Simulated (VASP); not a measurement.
Here is a VASP 6.6.1 calculation.

INCAR

```
SYSTEM = ZnS
PREC = Accurate
ENCUT = 600
EDIFF = 1E-6
ISMEAR = -1
SIGMA = 0.05
LREAL = .FALSE.
LASPH = .TRUE.
NELM = 100
ALGO = Normal
ISIF = 3
LWAVE = .FALSE.
LCHARG = .FALSE.
GGA = RE
IVDW = 12
IBRION = 2
NSW = 40
EDIFFG = -0.01
```

Contents of KPOINTS:

```
Automatic mesh
0
G
  8 8 5
  0 0 0
```

Contents of POSCAR:

```
ZnS
1.0
    3.8110000000      0.0000000000      0.0000000000
   -1.9055000000      3.3004228138      0.0000000000
    0.0000000000      0.0000000000      6.2340000000
Zn S
2 2
Direct
    0.6666666667      0.3333333333      0.5000000000
    0.3333333333      0.6666666667      0.0000000000
    0.6666666667      0.3333333333      0.8850000000
    0.3333333333      0.6666666667      0.3850000000
```

Potentials or basis: VASP PAW PBE potentials, release 64 (Zn, S).

The run is started by

```console
$ cat potpaw_PBE.64/Zn/POTCAR potpaw_PBE.64/S/POTCAR > POTCAR
$ mpirun -np 1 vasp_std > vasp.out
```

(1) Estimate the relaxed volume.

(2) Estimate the dispersion energy per atom.

Results:

(1) 19.22 Å³/atom.

(2) -0.621 eV.

Caveat: the PAW data sets were made with another functional, which shifts forces and pressure a little.
